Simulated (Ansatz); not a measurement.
# Clamped-ion strain scan in KCl

Theory: DFT r2SCAN, scalar-relativistic, plane waves, PAW (Ansatz 0.2.0). Settings: plane waves to 500 eV, k-mesh 6×6×6 (Γ-centred), Gaussian smearing 0.05 eV. No spin polarisation. Energies are free energies at this smearing, counted from the undisturbed cell; pressure is positive in compression.

Reference structure (as given, not relaxed at this level; it stands at -0.2 GPa):

```
K Cl
1.0
     0.00000    3.15610    3.15610
     3.15610    0.00000    3.15610
     3.15610    3.15610    0.00000
K Cl
1 1
Direct
  0.00000 0.00000 0.00000
  0.50000 0.50000 0.50000
```

The cell is strained by ε times the Voigt pattern (1, -1, 0, 0, 0, 0) (xx, yy, zz, yz, xz, xy; engineering shear) with fractional coordinates fixed.

```csv
ε,ΔE (meV/atom),"stress summed along the pattern (GPa, tension positive)",pressure (GPa),gap on the mesh (eV)
-0.0600,28.4,-5.00,0.5,5.70
-0.0300,6.8,-2.34,0.0,5.76
0.0000,0.0,0.00,-0.2,5.79
0.0075,0.4,0.57,-0.2,5.79
0.0150,1.7,1.15,?,?
0.0225,?,1.74,?,5.77
0.0375,10.7,2.97,0.1,5.75
0.0450,15.6,3.61,0.2,5.73
0.0525,21.5,4.29,0.4,5.72
```

By symmetry 0.0600 repeats -0.0600, -0.0450 repeats 0.0450, 0.0300 repeats -0.0300, -0.0150 repeats 0.0150 in energy, with the opposite slope along the path.

Q: Give the withheld values.

A: pressure (GPa) at ε = 0.0150: -0.1; gap on the mesh (eV) at ε = 0.0150: 5.78; ΔE (meV/atom) at ε = 0.0225: 3.8; pressure (GPa) at ε = 0.0225: -0.1.